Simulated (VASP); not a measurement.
# BAs (F-43m) in VASP: notebook, part 2 of 2

VASP 6.6.1. The steps go on from the part before.

## Step 3: Born charges and dielectric tensor, PBE

File INCAR:

```
PREC = Accurate
ENCUT = 520
EDIFF = 1E-8
ISMEAR = 0
SIGMA = 0.02
LREAL = False
LASPH = True
NELM = 60
ALGO = Normal
ISIF = 2
LWAVE = False
LCHARG = False
GGA = PE
LEPSILON = True
IBRION = 8
NSW = 1
```

File KPOINTS:

```
Automatic mesh
0
Gamma
  8 8 8
```

File POSCAR:

```
BAs                                     
1.0
    0.0000000000      2.4082108266      2.4082108266
    2.4082108266      0.0000000000      2.4082108266
    2.4082108266      2.4082108266      0.0000000000
  B               As            
     1     1
Direct
     0.0000000000000000    0.0000000000000000    0.0000000000000000
     0.2500000000000000    0.2500000000000000    0.2500000000000000
```

Potentials or basis: VASP PAW PBE potentials, release 64 (B, As).

The run is started by

```
cat potpaw_PBE.64/B/POTCAR potpaw_PBE.64/As/POTCAR > POTCAR
mpirun -np 1 vasp_std > vasp.out
```

OUTCAR:

```text
PREC = Accurate
   ENCUT = 520
   EDIFF = 1E-8
   ISMEAR = 0
   LREAL = False
   LASPH = True
   NELM = 60
   ISIF = 2
   GGA = PE
   LEPSILON = True
   IBRION = 8
   NSW = 1

 ion  position               nearest neighbor table
   1  0.000  0.000  0.000-   2 2.09   2 2.09   2 2.09   2 2.09
   2  0.250  0.250  0.250-   1 2.09   1 2.09   1 2.09   1 2.09

  LATTYP: Found a face centered cubic cell.
 ALAT       =     4.8164216532

  Lattice vectors:

 A1 = (   0.0000000000,   2.4082108266,   2.4082108266)
 A2 = (   2.4082108266,   0.0000000000,   2.4082108266)
 A3 = (   2.4082108266,   2.4082108266,   0.0000000000)

Analysis of symmetry for initial positions (statically):
=====================================================================
 Subroutine PRICEL returns:
 Original cell was already a primitive cell.

 Routine SETGRP: Setting up the symmetry group for a
 face centered cubic supercell.

 Subroutine GETGRP returns: Found 24 space group operations
 (whereof 24 operations were pure point group operations)
 out of a pool of 48 trial point group operations.

The static configuration has the point symmetry T_d .

Analysis of symmetry for dynamics (positions and initial velocities):
=====================================================================
 Subroutine PRICEL returns:
 Original cell was already a primitive cell.

 Routine SETGRP: Setting up the symmetry group for a
 face centered cubic supercell.

 Subroutine GETGRP returns: Found 24 space group operations
 (whereof 24 operations were pure point group operations)
 out of a pool of 48 trial point group operations.

The dynamic configuration has the point symmetry T_d .

 Subroutine INISYM returns: Found 24 space group operations
 (whereof 24 operations are pure point group operations),
 and found     1 'primitive' translations

----------------------------------------------------------------------------------------

                                     Primitive cell

  volume of cell :      27.9327

  direct lattice vectors                    reciprocal lattice vectors
     0.000000000  2.408210827  2.408210827    -0.207623018  0.207623018  0.207623018
     2.408210827  0.000000000  2.408210827     0.207623018 -0.207623018  0.207623018
     2.408210827  2.408210827  0.000000000     0.207623018  0.207623018 -0.207623018

  length of vectors
     3.405724412  3.405724412  3.405724412     0.359613616  0.359613616  0.359613616

  position of ions in fractional coordinates (direct lattice)
     0.000000000  0.000000000  0.000000000
     0.250000000  0.250000000  0.250000000

  ion indices of the primitive-cell ions
   primitive index   ion index
                 1           1
                 2           2

[... 450 lines left out ...]
    -0.00012  0.06093  0.00000
     0.06093 -0.00012  0.00000
     0.00000  0.00000 -0.00021

--------------------------------------- Ionic step        4  -------------------------------------------

------------------------ aborting loop because EDIFF is reached ----------------------------------------

[... ionic steps 5 to 6 ...]

--------------------------------------- Ionic step        7  -------------------------------------------

 Free energy of the ion-electron system (eV)
  ---------------------------------------------------
  ---------------------------------------------------
  free energy    TOTEN  =        -0.03677395 eV

  energy without entropy =       -0.03677395

------------------------ aborting loop because EDIFF is reached ----------------------------------------

 INTERNAL STRAIN TENSOR  FOR ION    2  DIRECTION 1   (eV/Angst):
 -----------------------------------------------------------------------------
     0.00668  0.00000  0.00000
     0.00000 -0.00069 -6.16528
     0.00000 -6.16528 -0.00069

 MACROSCOPIC STATIC DIELECTRIC TENSOR (including local field effects in DFT)
 ------------------------------------------------------
          10.303167    -0.000000    -0.000000
           0.000000    10.303167    -0.000000
          -0.000000    -0.000000    10.303167
 ------------------------------------------------------

 PIEZOELECTRIC TENSOR (including local field effects)  for field in x, y, z        (e  Angst)
          XX          YY          ZZ          XY          YZ          ZX
  --------------------------------------------------------------------------------
  x     0.00000     0.00000    -0.00000     0.00000     0.09808     0.00000
  y     0.00000     0.00000    -0.00000     0.00000     0.00000     0.09808
  z    -0.00000    -0.00000     0.00000     0.09808     0.00000     0.00000

 PIEZOELECTRIC TENSOR (including local field effects)  for field in x, y, z        (C/m^2)
          XX          YY          ZZ          XY          YZ          ZX
  --------------------------------------------------------------------------------
  x     0.00000     0.00000    -0.00000     0.00000     0.05626     0.00000
  y     0.00000     0.00000    -0.00000     0.00000     0.00000     0.05626
  z    -0.00000    -0.00000     0.00000     0.05626     0.00000     0.00000

 BORN EFFECTIVE CHARGES (including local field effects) (in |e|, cummulative output)
 ---------------------------------------------------------------------------------
 ion    1
    1    -0.45252    -0.00000    -0.00000
    2     0.00000    -0.45252     0.00000
    3     0.00000    -0.00000    -0.45252
 ion    2
    1     0.45252     0.00000     0.00000
    2     0.00000     0.45252     0.00000
    3     0.00000     0.00000     0.45252

 INTERNAL STRAIN TENSOR FOR ION    2 for displacements in x,y,z  (eV/Angst):
          X           Y           Z          XY          YZ          ZX
  --------------------------------------------------------------------------------
  x    -0.00000    -0.00000     0.00000     0.00000    -6.16528     0.00000
  y    -0.00000    -0.00000     0.00000     0.00000     0.00000    -6.16528
  z     0.00000     0.00000    -0.00000    -6.16528     0.00000     0.00000

 SECOND DERIVATIVES (NOT SYMMETRIZED)
 ------------------------------------
               1X          1Y          1Z          2X          2Y          2Z
  1X   -16.034451    0.000000    0.000000   16.034451    0.000000    0.000000
  1Y     0.000000  -16.034451    0.000000    0.000000   16.034451    0.000000
  1Z     0.000000    0.000000  -16.034451    0.000000    0.000000   16.034451
  2X    16.038776    0.000000    0.000000  -16.038776    0.000000    0.000000
  2Y     0.000000   16.038776    0.000000    0.000000  -16.038776    0.000000
  2Z     0.000000    0.000000   16.038776    0.000000    0.000000  -16.038776

 Eigenvectors and eigenvalues of the dynamical matrix
 ----------------------------------------------------

   1 f  =   20.366742 THz   127.968012 2PiTHz  679.361377 cm-1    84.230038 meV
             X         Y         Z           dx          dy          dz
      0.000000  0.000000  0.000000     0.000000    0.934810    0.000000
      1.204105  1.204105  1.204105     0.000000   -0.355149    0.000000
[... 21 lines left out ...]
   6 f/i=    0.000912 THz     0.005729 2PiTHz    0.030413 cm-1     0.003771 meV
             X         Y         Z           dx          dy          dz
      0.000000  0.000000  0.000000     0.000000   -0.355149    0.000000
      1.204105  1.204105  1.204105     0.000000   -0.934810    0.000000

--------------------------------------------------------------------------------------------------------

 MACROSCOPIC STATIC DIELECTRIC TENSOR IONIC CONTRIBUTION
 ------------------------------------------------------
           0.082721     0.000000     0.000000
           0.000000     0.082721     0.000000
           0.000000     0.000000     0.082721
 ------------------------------------------------------

 ELASTIC MODULI CONTR FROM IONIC RELAXATION (kBar)
 Direction    XX          YY          ZZ          XY          YZ          ZX
 --------------------------------------------------------------------------------
 XX          -0.0000      0.0000      0.0000     -0.0000     -0.0000     -0.0000
 YY           0.0000     -0.0000      0.0000      0.0000     -0.0000     -0.0000
 ZZ           0.0000      0.0000     -0.0000     -0.0000      0.0000      0.0000
 XY          -0.0000      0.0000     -0.0000   -143.6135      0.0000      0.0000
 YZ          -0.0000     -0.0000      0.0000      0.0000   -143.6135      0.0000
 ZX          -0.0000     -0.0000      0.0000      0.0000      0.0000   -143.6135
 --------------------------------------------------------------------------------

 PIEZOELECTRIC TENSOR IONIC CONTR  for field in x, y, z        (C/m^2)
          XX          YY          ZZ          XY          YZ          ZX
  --------------------------------------------------------------------------------
  x    -0.00000    -0.00000     0.00000    -0.00000    -0.10256    -0.00000
  y    -0.00000    -0.00000     0.00000     0.00000     0.00000    -0.10256
  z    -0.00000     0.00000    -0.00000    -0.10256     0.00000    -0.00000
```

OSZICAR:

```text
N       E                     dE             d eps       ncg     rms          rms(c)
DAV:   1     0.128115283213E+02    0.12812E+02   -0.39446E+03   464   0.888E+02
DAV:   2    -0.116741695609E+02   -0.24486E+02   -0.23972E+02   728   0.104E+02
DAV:   3    -0.120041793200E+02   -0.33001E+00   -0.33001E+00   504   0.168E+01
DAV:   4    -0.120046944824E+02   -0.51516E-03   -0.51516E-03   720   0.735E-01
[... 12 lines left out ...]
RMM:   7    -0.367740855638E-01    0.22704E-05   -0.59194E-07  2573   0.471E-04    0.398E-05
RMM:   8    -0.367738543963E-01    0.23117E-06   -0.23643E-07  2635   0.724E-05    0.214E-05
RMM:   9    -0.367739721317E-01   -0.11774E-06   -0.58948E-08  2554   0.456E-05    0.255E-06
RMM:  10    -0.367739505128E-01    0.21619E-07   -0.10767E-08  2384   0.350E-06    0.151E-06
RMM:  11    -0.367739462484E-01    0.42644E-08   -0.50290E-09  2162   0.227E-06    0.145E-07
 Linear response finished
```

It took 3.1 min on 1 thread of Intel Xeon Platinum 8375C at 2.90GHz (Ice Lake), shared host; peak memory 0.21 GiB.

Results:

```yaml
Band_gap_on_the_k_mesh: 1.21 eV, indirect (least direct gap 3.25 eV)
Electronic_dielectric_tensor_diagonal: 10.30
Born_charges_mean_of_the_diagonal: B -0.45; As +0.45 e
Highest_phonon_frequency_at_Γ_LO-TO_splitting_left_out: 679 cm⁻¹
```

Levels at points of the mesh, in eV from the valence-band top:
| k point | band 2 | band 3 | band 4 | band 5 | band 6 | band 7 |
| --- | --- | --- | --- | --- | --- | --- |
| (0.00, 0.00, 0.00) | 0.00 | 0.00 | 0.00 | 3.25 | 3.25 | 3.25 |
| (0.50, 0.00, 0.00) | -8.61 | -1.78 | -1.78 | 2.55 | 4.75 | 4.75 |
| (0.50, 0.50, 0.00) | -8.39 | -3.98 | -3.98 | 1.46 | 1.46 | 11.13 |

Phonon frequencies in cm⁻¹ (negative: imaginary):
```csv
q point,frequencies
"(0.000, 0.000, 0.000)",0 0 0 679 679 679
```

Electronic dielectric tensor:
```
10.30  0.00  0.00
 0.00 10.30  0.00
 0.00  0.00 10.30
```

Born effective charge tensors (e):
atom 1, B
```
-0.45  0.00  0.00
 0.00 -0.45  0.00
 0.00  0.00 -0.45
```
atom 2, As
```
0.45 0.00 0.00
0.00 0.45 0.00
0.00 0.00 0.45
```
